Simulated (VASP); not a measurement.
# GaAs (F-43m) in VASP: further runs

One crystal, GaAs, is run at these levels: PBE; tasks: single point.

Everything below comes from runs of VASP 6.6.1. Logs are shortened: lines on timing, memory, paths and dates and some standing lists are left out, and cuts for length are marked.

## (1) The undisturbed crystal

Symmetry: F-43m, No. 216, cubic system. The conventional cell has a = 5.654 Å, b = 5.654 Å, c = 5.654 Å, α = 90.00°, β = 90.00°, γ = 90.00°. Ga (site symmetry -43m) has 4 As at 2.45 Å as nearest neighbours. As (site symmetry -43m) is surrounded by 4 Ga at 2.45 Å.

## (2) Single point, PBE (a relaxed cell with its volume scaled by 0.97)

The input, INCAR:

```
ALGO = Normal
EDIFF = 1E-7
ENCUT = 350
GGA = PE
ISIF = 2
ISMEAR = 0
LASPH = True
LCHARG = False
LREAL = False
LWAVE = False
NELM = 100
PREC = Accurate
SIGMA = 0.02
```

The input, KPOINTS:

```
k-points
0
Gamma
  10 10 10
```

The input, POSCAR:

```
GaAs                                    
1.0
    0.0000000000      2.8439421469      2.8439421469
    2.8439421469     -0.0000000000      2.8439421469
    2.8439421469      2.8439421469      0.0000000000
  Ga              As            
     1     1
Direct
     1.0000000000000000    1.0000000000000000    1.0000000000000000
     0.2500000000000000    0.2500000000000000    0.2500000000000000
```

Potentials or basis: VASP PAW PBE potentials, release 64 (Ga_d, As).

Started as:

```sh
cat potpaw_PBE.64/Ga_d/POTCAR potpaw_PBE.64/As/POTCAR > POTCAR
mpirun -np 1 vasp_std > vasp.out
```

OUTCAR:

```text
EDIFF = 1E-7
   ENCUT = 350
   GGA = PE
   ISIF = 2
   ISMEAR = 0
   LASPH = True
   LREAL = False
   NELM = 100
   PREC = Accurate

 ion  position               nearest neighbor table
   1  0.000  0.000  0.000-   2 2.46   2 2.46   2 2.46   2 2.46
   2  0.250  0.250  0.250-   1 2.46   1 2.46   1 2.46   1 2.46

  LATTYP: Found a face centered cubic cell.
 ALAT       =     5.6878842938

  Lattice vectors:

 A1 = (   0.0000000000,   2.8439421469,   2.8439421469)
 A2 = (   2.8439421469,   0.0000000000,   2.8439421469)
 A3 = (   2.8439421469,   2.8439421469,   0.0000000000)

Analysis of symmetry for initial positions (statically):
=====================================================================
 Subroutine PRICEL returns:
 Original cell was already a primitive cell.

 Routine SETGRP: Setting up the symmetry group for a
 face centered cubic supercell.

 Subroutine GETGRP returns: Found 24 space group operations
 (whereof 24 operations were pure point group operations)
 out of a pool of 48 trial point group operations.

The static configuration has the point symmetry T_d .

Analysis of symmetry for dynamics (positions and initial velocities):
=====================================================================
 Subroutine PRICEL returns:
 Original cell was already a primitive cell.

 Routine SETGRP: Setting up the symmetry group for a
 face centered cubic supercell.

 Subroutine GETGRP returns: Found 24 space group operations
 (whereof 24 operations were pure point group operations)
 out of a pool of 48 trial point group operations.

The dynamic configuration has the point symmetry T_d .

 Subroutine INISYM returns: Found 24 space group operations
 (whereof 24 operations are pure point group operations),
 and found     1 'primitive' translations

----------------------------------------------------------------------------------------

                                     Primitive cell

  volume of cell :      46.0036

  direct lattice vectors                    reciprocal lattice vectors
     0.000000000  2.843942147  2.843942147    -0.175812297  0.175812297  0.175812297
     2.843942147  0.000000000  2.843942147     0.175812297 -0.175812297  0.175812297
     2.843942147  2.843942147  0.000000000     0.175812297  0.175812297 -0.175812297

  length of vectors
     4.021941555  4.021941555  4.021941555     0.304515830  0.304515830  0.304515830

  position of ions in fractional coordinates (direct lattice)
     0.000000000  0.000000000  0.000000000
     0.250000000  0.250000000  0.250000000

  ion indices of the primitive-cell ions
   primitive index   ion index
                 1           1
                 2           2

----------------------------------------------------------------------------------------

 KPOINTS: k-points

Automatic generation of k-mesh.
 Grid dimensions read from file:
 generate k-points for:   10   10   10

 Generating k-lattice:

  Cartesian coordinates                     Fractional coordinates (reciprocal lattice)
    -0.017581230  0.017581230  0.017581230     0.100000000  0.000000000  0.000000000
     0.017581230 -0.017581230  0.017581230     0.000000000  0.100000000  0.000000000
     0.017581230  0.017581230 -0.017581230     0.000000000  0.000000000  0.100000000

  Length of vectors
     0.030451583  0.030451583  0.030451583

  Shift w.r.t. Gamma in fractional coordinates (k-lattice)
     0.000000000  0.000000000  0.000000000

 Subroutine IBZKPT returns following result:
 ===========================================

 Found     47 irreducible k-points:

 Following reciprocal coordinates:
            Coordinates               Weight
  0.000000  0.000000  0.000000      1.000000
  0.100000  0.000000  0.000000      8.000000
  0.200000  0.000000  0.000000      8.000000
  0.300000  0.000000  0.000000      8.000000
  0.400000  0.000000  0.000000      8.000000
  0.500000  0.000000  0.000000      4.000000
[... 16 lines left out ...]
  0.300000  0.300000  0.000000      6.000000
  0.400000  0.300000  0.000000     24.000000
 [... further k-points ...]
   k-points           NKPTS =     47   k-points in BZ     NKDIM =     47   number of bands    NBANDS=     13
   number of dos      NEDOS =    301   number of ions     NIONS =      2
   total plane-waves  NPLWV =  21952
   dimension x,y,z NGX =    28 NGY =   28 NGZ =   28
   dimension x,y,z NGXF=    56 NGYF=   56 NGZF=   56
   ions per type =               1   1
   NGX,Y,Z   is equivalent  to a cutoff of  11.57, 11.57, 11.57 a.u.
   NGXF,Y,Z  is equivalent  to a cutoff of  23.15, 23.15, 23.15 a.u.
 SYSTEM =  unknown system
   PREC   = accura    normal or accurate (medium, high low for compatibility)
   ISTART =      0    job   : 0-new  1-cont  2-samecut
   ICHARG =      2    charge: 1-file 2-atom 10-const
   ISPIN  =      1    spin polarized calculation?
   LNONCOLLINEAR =      F non collinear calculations
   LSORBIT =      F    spin-orbit coupling
   LASPH  =      T    aspherical Exc in radial PAW
   ENCUT  =  350.0 eV  25.72 Ry    5.07 a.u.   6.14  6.14  6.14*2*pi/ulx,y,z
   NELM   =    100;   NELMIN=  2; NELMDL= -5     # of ELM steps
   EDIFF  = 0.1E-06   stopping-criterion for ELM
   LREAL  =      F    real-space projection
   EDIFFG = 0.1E-05   stopping-criterion for IOM
   NSW    =      0    number of steps for IOM
   IBRION =     -1    ionic relax: 0-MD 1-quasi-New 2-CG
   NFREE  =      0    steps in history (QN), initial steepest desc. (CG)
   ISIF   =      2    stress and relaxation
   ISYM   =      2    0-nonsym 1-usesym 2-fastsym
   POTIM  = 0.5000    time-step for ionic-motion
   TEBEG  =    0.0;   TEEND  =   0.0 temperature during run
   PSTRESS=    0.0 pullay stress
   NELECT =      18.0000    total number of electrons
   NUPDOWN=      -1.0000    fix difference up-down
   EMIN   =  10.00;   EMAX   =-10.00  energy-range for DOS
   EFERMI =   0.00;   METHOD = LEGACY
   ISMEAR =     0;   SIGMA  =   0.02  broadening in eV -4-tet -1-fermi 0-gaus
   EFERMI_NEDOS =   21; number of points for ismear=-14 and -15
   IALGO  =     38    algorithm
   IMIX   =      4    mixing-type and parameters
     AMIX     =   0.40;   BMIX     =  1.00
     AMIX_MAG =   1.60;   BMIX_MAG =  1.00
  volume/ion in A,a.u.               =      23.00       155.22
  Fermi-wavevector in a.u.,A,eV,Ry     =   1.197388  2.262735 19.507191  1.433738
  Thomas-Fermi vector in A             =   2.333304
   LORBIT       =      0    0 simple, 1 ext, 2 COOP (PROOUT), +10 PAW based schemes
   GGA     = PE    functional components
   LHFCALC =     F    Hartree Fock is set to
   AEXX    =    0.0000 exact exchange contribution
   IVDW    =     0    specifies the selected vdW correction
   LEPSILON=     F    determine dielectric tensor
   LRPA    =     F    only Hartree local field effects (RPA)
 non-spin polarized calculation
 Gauss-broadening in eV      SIGMA  =   0.02
  energy-cutoff  :      350.00
  volume of cell :       46.00
 maximum number of plane-waves:       701
 NGX is ok and might be reduce to    28
   NGX = 13   NGY = 13   NGZ = 13

 number of electron      17.9999994 magnetization

 Free energy of the ion-electron system (eV)
  ---------------------------------------------------
  ext. energy  EPLUGINS =         0.00000000
  ---------------------------------------------------
  free energy    TOTEN  =        -8.26492234 eV

  energy without entropy =       -8.26492234  energy(sigma->0) =       -8.26492234

 E-fermi :   3.9010     XC(G=0):  -9.5070

 val. band max:        3.7627883419   @ k =   0.0000   0.0000   0.0000
 cond. band min:       4.1472208359   @ k =   0.0000   0.0000   0.0000
 fundamental gap:      0.3844324939
 Fermi energy:         3.9009845192

 k-point     1 :       0.0000    0.0000    0.0000
  band No.  band energies     occupation
      1     -11.0020      2.00000
      2     -11.0020      2.00000
      3     -11.0020      2.00000
      4     -10.9271      2.00000
      5     -10.9271      2.00000
      6      -8.8346      2.00000
      7       3.7628      2.00000
      8       3.7628      2.00000
      9       3.7628      2.00000
     10       4.1472      0.00000
     11       7.4875      0.00000
     12       7.4875      0.00000
     13       7.4875      0.00000

 k-point     2 :       0.1000    0.0000    0.0000
  band No.  band energies     occupation
      1     -11.0101      2.00000
      2     -10.9997      2.00000
      3     -10.9997      2.00000
      4     -10.9271      2.00000
      5     -10.9271      2.00000
      6      -8.7201      2.00000
      7       2.2334      2.00000
      8       3.6085      2.00000
      9       3.6085      2.00000
     10       5.1485      0.00000
     11       7.7175      0.00000
     12       7.7175      0.00000
     13       7.7248      0.00000

 k-point     3 :       0.2000    0.0000    0.0000
  band No.  band energies     occupation
      1     -11.0300      2.00000
      2     -10.9943      2.00000
      3     -10.9943      2.00000
      4     -10.9269      2.00000
      5     -10.9269      2.00000
      6      -8.3914      2.00000
      7       0.4829      2.00000
      8       3.2745      2.00000
      9       3.2745      2.00000
     10       5.2796      0.00000
     11       8.1698      0.00000
     12       8.1698      0.00000
     13       8.8528      0.00000

 k-point     4 :       0.3000    0.0000    0.0000
  band No.  band energies     occupation
      1     -11.0528      2.00000
      2     -10.9886      2.00000
      3     -10.9886      2.00000
      4     -10.9260      2.00000
      5     -10.9260      2.00000
      6      -7.9002      2.00000
      7      -1.0972      2.00000
      8       2.9472      2.00000
      9       2.9472      2.00000
     10       5.0129      0.00000
     11       8.4263      0.00000
     12       8.4263      0.00000
     13      10.4339      0.00000

 k-point     5 :       0.4000    0.0000    0.0000
  band No.  band energies     occupation
      1     -11.0697      2.00000
      2     -10.9848      2.00000
      3     -10.9848      2.00000
      4     -10.9243      2.00000
      5     -10.9243      2.00000
      6      -7.3789      2.00000
      7      -2.2952      2.00000
      8       2.7254      2.00000
      9       2.7254      2.00000
     10       4.7918      0.00000
     11       8.4254      0.00000
     12       8.4254      0.00000
     13      11.4573      0.00000
[... 257 lines left out ...]
 k-point    22 :      -0.2000    0.2000    0.0000
  band No.  band energies     occupation
      1     -11.0592      2.00000
      2     -10.9853      2.00000
      3     -10.9836      2.00000
      4     -10.9297      2.00000
      5     -10.9250      2.00000
      6      -7.7306      2.00000
      7      -1.0051      2.00000
      8       1.1770      2.00000
      9       3.0010      2.00000
     10       6.4266      0.00000
     11       8.6558      0.00000
     12       8.6919      0.00000
     13       9.3527      0.00000

 k-point    23 :       0.3000    0.3000    0.0000
  band No.  band energies     occupation
      1     -11.0763      2.00000
      2     -10.9722      2.00000
      3     -10.9722      2.00000
      4     -10.9416      2.00000
      5     -10.9191      2.00000
      6      -7.5728      2.00000
      7      -1.0776      2.00000
      8       1.7793      2.00000
      9       1.7793      2.00000
     10       5.4882      0.00000
     11       6.6714      0.00000
     12      11.1341      0.00000
     13      11.1341      0.00000

 k-point    24 :       0.4000    0.3000    0.0000
  band No.  band energies     occupation
      1     -11.0878      2.00000
      2     -10.9679      2.00000
      3     -10.9666      2.00000
      4     -10.9434      2.00000
      5     -10.9179      2.00000
      6      -7.1472      2.00000
      7      -1.8553      2.00000
      8       1.2386      2.00000
      9       1.5681      2.00000
     10       5.6244      0.00000
     11       6.6124      0.00000
     12      10.9787      0.00000
     13      11.6125      0.00000

 [... further k-points ...]

------------------------ aborting loop because EDIFF is reached ----------------------------------------

  FORCE on cell =-STRESS in cart. coord.  units (eV):
  Direction    XX          YY          ZZ          XY          YZ          ZX
  --------------------------------------------------------------------------------------
  -------------------------------------------------------------------------------------
  Total        0.5788570      0.5788570      0.5788570      0.0000000     -0.0000000      0.0000000
  in kB       20.1599579     20.1599579     20.1599579      0.0000000     -0.0000000      0.0000000
  external PRESSURE =      20.1599579 kB  Pullay stress =       0.0000000 kB

 VOLUME and BASIS-vectors are now :
 -----------------------------------------------------------------------------
  energy-cutoff  :      350.00
  volume of cell :       46.00
      direct lattice vectors                 reciprocal lattice vectors
     0.000000000  2.843942147  2.843942147    -0.175812297  0.175812297  0.175812297
     2.843942147  0.000000000  2.843942147     0.175812297 -0.175812297  0.175812297
     2.843942147  2.843942147  0.000000000     0.175812297  0.175812297 -0.175812297

 POSITION                                       TOTAL-FORCE (eV/Angst)
 -----------------------------------------------------------------------------------
      0.00000      0.00000      0.00000        -0.000000     -0.000000     -0.000000
      1.42197      1.42197      1.42197         0.000000      0.000000      0.000000
 -----------------------------------------------------------------------------------
    total drift:                                0.000002      0.000002      0.000002

  FREE ENERGIE OF THE ION-ELECTRON SYSTEM (eV)
  ---------------------------------------------------
  free  energy   TOTEN  =        -8.2649223394 eV

  energy  without entropy=       -8.2649223394  energy(sigma->0) =       -8.26492234
```

It took 33 s on 1 thread of Intel Xeon Platinum 8259CL at 2.50GHz (Skylake/Cascade Lake), shared host; peak memory 0.16 GiB.

What came out:

| Item | Value |
| --- | --- |
| Free energy | -8.2649 eV |
| Pressure | 2.0 GPa |
| Band gap on the k mesh | 0.38 eV, direct |

Levels at points of the mesh, in eV from the valence-band top:
```tsv
k point	band 6	band 7	band 8	band 9	band 10	band 11	band 12	band 13
(0.00, 0.00, 0.00)	-12.60	0.00	0.00	0.00	0.38	3.72	3.72	3.72
(0.50, 0.00, 0.00)	-10.89	-6.54	-1.11	-1.11	0.95	4.63	4.63	7.74
(0.50, 0.50, 0.00)	-10.17	-6.74	-2.62	-2.62	1.50	1.66	10.02	10.02
```

Caveat: the cutoff is under 1.25 times the usual one of these potentials, so pressure, stress and relaxed cells hold a basis-set (Pulay) error.

## (3) Single point, PBE (a relaxed cell with its volume scaled by 1.03)

INCAR is that of step 2.

KPOINTS is that of step 2.

The input, POSCAR:

```
GaAs                                    
1.0
    0.0000000000      2.9014110070      2.9014110070
    2.9014110070     -0.0000000000      2.9014110070
    2.9014110070      2.9014110070      0.0000000000
  Ga              As            
     1     1
Direct
     1.0000000000000000    1.0000000000000000    1.0000000000000000
     0.2500000000000000    0.2500000000000000    0.2500000000000000
```

Potentials or basis: VASP PAW PBE potentials, release 64 (Ga_d, As).

Started as:

```sh
cat potpaw_PBE.64/Ga_d/POTCAR potpaw_PBE.64/As/POTCAR > POTCAR
mpirun -np 1 vasp_std > vasp.out
```

Run time: 28 s. Hardware: 1 thread of Intel Xeon Platinum 8259CL at 2.50GHz (Skylake/Cascade Lake), shared host; peak memory 0.16 GiB.

Results (log left out):

- Free energy: -8.2685 eV
- Pressure: -1.6 GPa
- Band gap on the k mesh: none (metal or under the smearing width)

Levels at points of the mesh, in eV from the Fermi level:
```csv
k point,band 5,band 6,band 7,band 8,band 9,band 10,band 11,band 12,band 13
"(0.00, 0.00, 0.00)",-14.62,-12.20,-0.06,-0.01,-0.01,-0.01,3.70,3.70,3.70
"(0.50, 0.00, 0.00)",-14.61,-10.67,-6.24,-1.03,-1.03,0.79,4.60,4.60,7.65
"(0.50, 0.50, 0.00)",-14.61,-10.02,-6.48,-2.42,-2.42,1.60,1.68,9.55,9.55
```

Caveat: the cutoff is under 1.25 times the usual one of these potentials, so pressure, stress and relaxed cells hold a basis-set (Pulay) error.
